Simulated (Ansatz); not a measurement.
# HfC (zincblende): equation of state and elastic constants

One table from this session's results is given with a row withheld; the runs are named, their logs left out.

Program: Ansatz 0.2.0. Level of theory: DFT PBE, scalar-relativistic, plane waves, PAW. These are calculated values, not measurements.

1 further run of the same task is left out (it didn't finish).

### Starting point

The structure is cubic, space group F-43m (No. 216). The conventional cell has a = 5.044 Å, b = 5.044 Å, c = 5.044 Å, α = 90.00°, β = 90.00°, γ = 90.00°. Hf (site symmetry -43m) has 4 C at 2.18 Å as nearest neighbours. Around C (site symmetry -43m) lie 4 Hf at 2.18 Å.

As a file:

```
CELL_PARAMETERS angstrom
0.00000 2.52211 2.52211
2.52211 0.00000 2.52211
2.52211 2.52211 0.00000
ATOMIC_POSITIONS crystal
Hf 0.00000 0.00000 0.00000
C 0.25000 0.25000 0.25000
```

An earlier run at PBE left this cell at 16.043 Å³/atom and 0.00 GPa (12×12×12 mesh).

Volume factors to run: 0.980, 1.020, 0.960, 1.040, 1.070, 1.100, 0.945.

Set-up of the first run:

The input, input.yaml:

```yaml
crystal:
  lattice:
    - [0.0, 2.5051798249, 2.5051798249]
    - [2.5051798249, 0.0, 2.5051798249]
    - [2.5051798249, 2.5051798249, 0.0]
  atoms:
    - { symbol: Hf, position: [0.0, 0.0, 0.0] }
    - { symbol: C, position: [0.25, 0.25, 0.25] }
basis:
  ecutwfc: 420
  ecutrho_ratio: 4
kpoints:
  mp_grid: { grid: [12, 12, 12] }
hamiltonian:
  xc: pbe
scf:
  occupations: { method: gaussian, width: 0.05 }
output:
  forces: true
  stress: true
  eigenvalues: true
```

Run with:

```bash
ansatz run input.yaml --threads 2 --pin off --max-ram 2662MiB --backend cpu --events-out ev --progress --plain --runs-dir out
```

Steps of the session up to this table: At 0.980 of the relaxed volume; Volume × 1.020; Volume × 0.960; Volume × 1.040; Scaling the volume by 1.070; Scaling the volume by 1.100; Scaling the volume by 0.945.

One table of the session follows, with a row left open; its other results are not shown here.

| volume (Å³/atom) | energy (meV/atom) | pressure (GPa) | gap (eV) |
| --- | --- | --- | --- |
| 15.161 | 25.70 | 9.75 | 0.23 |
| 15.401 | ? | ? | ? |
| 15.722 | 3.22 | 3.26 | 0.26 |
| 16.043 | 0.00 | 0.00 | 0.29 |
| 16.364 | 3.02 | -2.97 | 0.32 |
| 16.685 | 11.71 | -5.68 | 0.35 |
| 17.166 | 34.34 | -9.30 | 0.40 |
| 17.648 | 67.11 | -12.44 | 0.44 |

Q: Estimate the row for volume (Å³/atom) = 15.401 from the others.

Worked estimate for «energy (meV/atom)». A straight line through the neighbours (15.161, 25.70) and (15.722, 3.22) gives 25.70 + (3.22 − 25.70) × (15.401 − 15.161) / (15.722 − 15.161) = 16.08; a parabola fitted to 3 rows on both sides gives 13.46.

**Answer.** energy (meV/atom): 13.27; pressure (GPa): 6.84; gap (eV): 0.24. In «energy (meV/atom)» the line misses by +2.81 and the parabola by +0.19.

volume (Å³/atom), energy (meV/atom) and a bar:
```
    15.16       25.7 ###########
    15.40       13.3 ######
    15.72        3.2 #
    16.04        0.0 
    16.36        3.0 #
    16.68       11.7 #####
    17.17       34.3 ###############
    17.65       67.1 ##############################
```

To keep in mind: Spin–orbit coupling is left out, though the cell holds Hf; in elements this heavy it can shift levels and gaps by tenths of an eV.
